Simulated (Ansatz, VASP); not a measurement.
Fe in VASP and in Ansatz

The input INCAR:

```
PREC = Accurate ; ENCUT = 520
EDIFF = 1E-7 ; ISMEAR = -1
SIGMA = 0.05 ; LREAL = F
LASPH = T ; NELM = 100
ALGO = Normal ; ISIF = 2
LWAVE = F ; LCHARG = F
ISPIN = 2 ; MAGMOM = 3
LORBIT = 11 ; LMAXMIX = 4
GGA = PE ; NBANDS = 14
```

KPOINTS

```
regular mesh
0
Gamma
  13 13 13
```

POSCAR

```
Fe
1.0
    0.0000000000      1.9417396906      1.9651051623
    1.4984397099      0.0000000000      1.9651051623
    1.4984397099      1.9417396906      0.0000000000
Fe
1
Direct
    0.0000000000      0.0000000000      0.0000000000
```

Contents of input.yaml:

```yaml
crystal:
  lattice:
    - [0.0, 1.9417396906, 1.9651051623]
    - [1.4984397099, 0.0, 1.9651051623]
    - [1.4984397099, 1.9417396906, 0.0]
  atoms:
    - { symbol: Fe, position: [0.0, 0.0, 0.0], spin: 3.0 }
hamiltonian:
  xc: pbe
  pseudopotentials: { kind: paw }
magnetization:
  spin_polarized: true
kpoints:
  mp_grid: { grid: [13, 13, 13] }
scf:
  occupations: { method: fermi_dirac, width: 0.05 }
output:
  forces: true
  stress: true
  eigenvalues: true
```

Alike in both runs: task single point; functional PBE; k mesh 13 × 13 × 13; occupations fermi-dirac, width 0.05 eV; collinear spin, ferromagnetic start.

```csv
,VASP,Ansatz
version,VASP 6.6.1,Ansatz 0.2.0
potentials or method,"VASP PAW PBE potentials, release 64 (Fe)",Ansatz PAW
plane-wave cutoff (eV),520,420
valence electrons in the cell,8,16
```

VASP gave:

- gap on the k mesh at the Fermi level (eV): none
- pressure (GPa): -1.0
- largest component of the traceless stress (GPa): 5.13
- net moment per atom (μB): 2.20
- size of the moment on the site where the two differ most (μB): 2.19

Estimate Ansatz's values.

gap on the k mesh at the Fermi level (eV): none; pressure (GPa): -1.1; largest component of the traceless stress (GPa): 5.32; net moment per atom (μB): 2.17; size of the moment on the site where the two differ most (μB): 2.22.

Site moments also hang on the region over which each program counts them. A gap of «none» marks a metal or a gap that the smearing closes. The two sets of potentials don't hold the same shells in valence.
